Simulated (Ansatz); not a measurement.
FeO (Wuestite) under changes of volume

One of the cells (10.067 Å³/atom); the others are scaled copies at fixed shape and fractional positions:

```
Fe O
1.0
     1.51882    0.87689    2.51958
    -1.51882    0.87689    2.51958
     0.00000   -1.75378    2.51958
Fe O
1 1
Direct
  0.00000 0.00000 0.00000
  0.50000 0.50000 0.50000
```

```yaml
Program: Ansatz 0.2.0
Functional: LDA
Potentials_or_basis: all-electron LAPW, scalar-relativistic
Cutoff: 348 eV (chosen from the basis error)
Basis_error_allowed: 0.001 eV/atom
k_mesh: 11 × 11 × 11
Occupations: fermi-dirac, width 0.05 eV
Spin: collinear spin, ferromagnetic start
Starting_moments: "[3.0, 0.0] μB"
```

```csv
volume (Å³/atom),energy over the lowest point (meV/atom),pressure (GPa),moment (μB per cell)
9.463,0.00,-5.9,3.97
9.664,?,?,?
9.866,23.85,-13.2,4.00
10.067,42.57,-16.4,4.00
10.268,65.16,-19.3,4.00
10.470,91.15,-21.9,4.00
10.671,120.17,-24.1,4.00
```

Q: What does the run at 9.664 Å³/atom give?

A: Energy over the lowest point 9.52 meV/atom; pressure -9.6 GPa; moment 3.99 μB per cell.

Worked out: A Birch-Murnaghan fit of order 3 (a polynomial in V^(-2/3)) to the other rows has its minimum at 9.23 Å³/atom, just outside them, with B0 = V·E''(V) = 233 GPa and B' = 4.6 at fixed shape and positions, which overstates the stiffness. It gives 9.44 meV/atom at 9.664 Å³/atom, against the run's 9.52, and -dE/dV = -9.6 GPa, against -9.6. A parabola through the other rows of the moment, of slope 0.0568 μB per Å³/atom there, gives 3.98 μB, against the run's 3.99.

Energies are extrapolated to zero smearing.

Caveats: a cell with one magnetic atom can't hold antiferromagnetic order, which such compounds often take.
